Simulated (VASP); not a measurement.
A run of VASP 6.6.1 is set up as follows.

Contents of INCAR:

```
ALGO = Normal
EDIFF = 1E-6
ENCUT = 520
GGA = PE
ISIF = 2
ISMEAR = 0
IVDW = 12
LASPH = T
LCHARG = F
LREAL = F
LWAVE = F
NBANDS = 8
NELM = 100
PREC = Accurate
SIGMA = 0.1
```

Contents of KPOINTS:

```
k-points
0
Gamma
  18 18 18
```

File POSCAR:

```
Li
1.0
   -1.6605382390      1.6605382390      1.6605382390
    1.6605382390     -1.6605382390      1.6605382390
    1.6605382390      1.6605382390     -1.6605382390
Li
1
Direct
    0.0000000000      0.0000000000      0.0000000000
```

Potentials or basis: VASP PAW PBE potentials, release 64 (Li_sv).

Command:

```console
$ cat potpaw_PBE.64/Li_sv/POTCAR > POTCAR
$ mpirun -np 1 vasp_std > vasp.out
```

(1) What does it give for the band gap on the k mesh?

(2) What does it give for the dispersion energy per atom?

## Answers

(1) none (metal or under the smearing width).

(2) -0.187 eV.
